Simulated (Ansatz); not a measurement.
**MgI2: a single-point run**

Aim: a sound single-point run of MgI2. The structure is shown as the input types it. The cell is built on a prototype (CdCl2 type) and needn't be the phase found in nature.

Program: Ansatz 0.2.0. Level of theory: density functional or hybrid calculation with the settings of its input, plane waves (as first typed). These are calculated values, not measurements.

2 further runs of the same task are left out: 1 for a known fault of the program, 1 that didn't finish.

## 1. The system as given

The structure is trigonal, space group R-3m (No. 166). The conventional cell has a = 4.157 Å, b = 4.157 Å, c = 20.677 Å, α = 90.00°, β = 90.00°, γ = 120.00°. Mg (site symmetry -3m) has 6 I at 2.92 Å as nearest neighbours. I (site symmetry 3m) has 3 Mg at 2.92 Å as nearest neighbours.

As a file:

```
Mg I
1.0
     2.07868    1.20013    6.89235
    -2.07868    1.20013    6.89235
     0.00000   -2.40025    6.89235
Mg I
1 2
Direct
  0.00000 0.00000 0.00000
  0.25269 0.25269 0.25269
  0.74731 0.74731 0.74731
```

## 2. Input and run

input.yaml reads:

```yaml
crystal:
  lattice:
    - [2.0786779714, 1.2001252863, 6.8923459914]
    - [-2.0786779714, 1.2001252863, 6.8923459914]
    - [0.0, -2.4002505727, 6.8923459914]
  atoms:
    - { symbol: Mg, position: [0.0, 0.0, 0.0] }
    - { symbol: I, position: [0.2526882644, 0.2526882644, 0.2526882644] }
    - { symbol: I, position: [0.7473117356, 0.7473117356, 0.7473117356] }
kpoints:
  mp_grid: { grid: [2, 4, 6] }
hamiltonian:
  xc: pbesol
scf:
  occupations: { method: fixed }
  n_extra_bands: 4
output:
  forces: true
  stress: true
  eigenvalues: true
```

On the command line:

```sh
$ ansatz run input.yaml --threads 4 --pin off --max-ram 3686MiB --backend cpu --events-out ev --progress --plain --runs-dir out
```

**Question.** How will this run end, and is anything wrong with its input?

This run ends as converged, with warnings (symmetry narrowed by mesh). Its log warns: «crystal.symmetry: narrowed to the stabiliser of the k-point mesh — unitary ops 12 → 2; excluded 10 operations that carry a point of the 2×4×6 mesh (shift [0, 0 ...»

The suspect setting: kpoints.mp_grid.grid is [2, 4, 6]. The mesh has lower symmetry than the crystal, so equivalent directions are sampled differently.

Run again and compare: set kpoints.mp_grid.grid to [6, 6, 6].
